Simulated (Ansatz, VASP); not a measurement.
# One calculation of BN, two programs

```
B N
1.0
     0.03615    1.82557    1.82557
     1.82557    0.03615    1.82557
     1.82557    1.82557    0.03615
B N
1 1
Cartesian
  0.0000 0.0000 0.0000
  2.7655 2.7655 2.7655
```

Change from the starting cell: equal xy, yz and zx shear strains of +2 %.

Alike in both runs: task single point; functional LDA; k mesh 11 × 11 × 11; occupations fermi-dirac, width 0.02 eV; no spin polarisation.

```csv
,VASP,Ansatz
version,VASP 6.6.1,Ansatz 0.2.0
potentials or method,"VASP PAW LDA potentials, release 64 (B, N), cutoff 520 eV","all-electron LAPW, scalar-relativistic"
```

Ansatz gave:

* gap on the k mesh at the Fermi level (eV): 4.39
* pressure (GPa): -10.3
* largest component of the traceless stress (GPa): 8.74
* rms of the force components (eV/Å): 0.003

Q: Which values does VASP return?

A: gap on the k mesh at the Fermi level (eV): 4.38; pressure (GPa): -9.5; largest component of the traceless stress (GPa): 8.78; rms of the force components (eV/Å): 0.006.

Atom by atom the forces differ by 0.002 eV/Å (rms over components). Ansatz ran all-electron here, so the differences hold the error of VASP's frozen core and of both bases.

Caveats: an odd mesh through Γ misses points on the zone boundary, where band edges often lie.
